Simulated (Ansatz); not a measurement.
```
C
1.0
     0.00000    1.78350    1.78350
     1.78350    0.00000    1.78350
     1.78350    1.78350    0.00000
C
2
Direct
  0.00000 0.00000 0.00000
  0.25000 0.25000 0.25000
```

```yaml
orbitals: PBE
datasets: all-electron datasets in plane waves (scalar-relativistic, Gaussian nuclei)
k_mesh: 4×4×4
empty_bands: 73
response_cutoff: 200 eV
wave_cutoff: 2970 eV
frequencies: contour deformation
q_→_0_term: analytic weight of Carrier, Rohra and Görling
band_sums: cut at the band count
```

Program: Ansatz. The Kohn-Sham gap (from Γ to k = (0, 0.25, 0.25)) is 4.44 eV and the electronic dielectric constant on this mesh 7.0.

Problem. By how much does G0W0 change the gap?

Solution. By +1.42 eV, to 5.86 eV. The valence edge moves by -0.73 eV (Z = 0.83) and the conduction edge by +0.68 eV (Z = 0.83).

The cell is a model at fixed atoms and needn't be the relaxed known crystal. Points k are given in fractions of the reciprocal vectors. The mesh is coarse, so these are values at the stated settings, not converged ones. Band sums or response are cut, so the gap isn't at its basis limit. The gap is read on the mesh, and the crystal's band edges can lie off it. Meshes this coarse can overestimate the dielectric constant by a tenth and more.
